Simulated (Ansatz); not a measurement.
# Au: further runs on the relaxed cell

The task here is to estimate one member of a computed series from the others.

The COD entry's cell or inner coordinates are ideal or old and differ from later refinements, so a difference from it is no clean test against experiment.

Computed with Ansatz 0.2.0 (DFT PBE, scalar-relativistic, plane waves, PAW, unless a step's input says otherwise).

2 further runs of the same task are left out: 2 set aside as unsound or not needed.

## The structure to begin with

It takes space group Fm-3m (No. 225, cubic). The conventional cell has a = 4.158 Å, b = 4.158 Å, c = 4.158 Å, α = 90.00°, β = 90.00°, γ = 90.00°. Au (site symmetry m-3m) is surrounded by 12 Au at 2.94 Å.

As a file:

```cif
data_structure
_symmetry_space_group_name_H-M 'P 1'
_symmetry_Int_Tables_number 1
_cell_length_a 2.9402
_cell_length_b 2.9402
_cell_length_c 2.9402
_cell_angle_alpha 60.000
_cell_angle_beta 60.000
_cell_angle_gamma 60.000
_cell_volume 17.97
loop_
_atom_site_label
_atom_site_type_symbol
_atom_site_fract_x
_atom_site_fract_y
_atom_site_fract_z
_atom_site_occupancy
Au1 Au 0.00000 0.00000 0.00000 1
```

It is the result of an earlier relaxation at this level (volume 17.97 Å³/atom; gap on the mesh: none (metal)).

Set-up of the first run:

input.yaml reads:

```yaml
crystal:
  lattice:
    - [0.0, 2.0790566513, 2.0790566513]
    - [2.0790566513, 0.0, 2.0790566513]
    - [2.0790566513, 2.0790566513, 0.0]
  atoms:
    - { symbol: Au, position: [0.0, 0.0, 0.0] }
basis:
  ecutwfc: 420
kpoints:
  mp_grid: { grid: [18, 18, 18] }
  band_path:
    path:
      - [[0.0, 0.0, 0.0], [0.5, 0.0, 0.5], [0.625, 0.25, 0.625]]
      - [[0.375, 0.375, 0.75], [0.0, 0.0, 0.0], [0.5, 0.5, 0.5], [0.5, 0.25, 0.75], [0.5, 0.0, 0.5]]
    npoints: 14
hamiltonian:
  xc: pbe
scf:
  occupations: { method: gaussian, width: 0.1 }
  n_extra_bands: 6
output:
  forces: true
  stress: true
  eigenvalues: true
  populations: true
  dos: { projected: true, de: 0.02, nscf_kmesh: { grid: [27, 27, 27] } }
  bader: true
  write_density: true
  write_potential: true
  elf: true
  volumetric_format: npy
```

On the command line:

```bash
$ ansatz run input.yaml --threads 1 --pin off --max-ram 2560MiB --backend cpu --events-out ev --progress --plain --runs-dir out
```

Among the steps run: Bands, states and charges; The cell scaled to 0.97 of its volume; Point at V/V0 = 1.03; Point at V/V0 = 0.94; Volume × 1.06.

One of the session's tables, all rows but one given; the rest of the session is left out.

It belongs to the step «Fit of the equation of state». 

```
volume (Å³/atom)  energy above the lowest point (meV/atom)  pressure (GPa)
          16.895                                      32.8           10.45
          17.434                                         ?               ?
          17.973                                       0.0           -0.02
          18.513                                       6.7           -3.85
          19.052                                      25.1           -6.93
```

Q: Estimate the row for volume (Å³/atom) = 17.434 from the others.

Worked estimate for «energy above the lowest point (meV/atom)». A straight line through the neighbours (16.895, 32.8) and (17.973, 0.0) gives 32.8 + (0.0 − 32.8) × (17.434 − 16.895) / (17.973 − 16.895) = 16.4; a parabola fitted to 3 rows on both sides gives 8.7.

**Answer.** energy above the lowest point (meV/atom): 7.6; pressure (GPa): 4.69. In «energy above the lowest point (meV/atom)» the line misses by +8.8 and the parabola by +1.1.

Caveats from the session: The projections leave out shells that the potentials don't hold, such as empty d states.
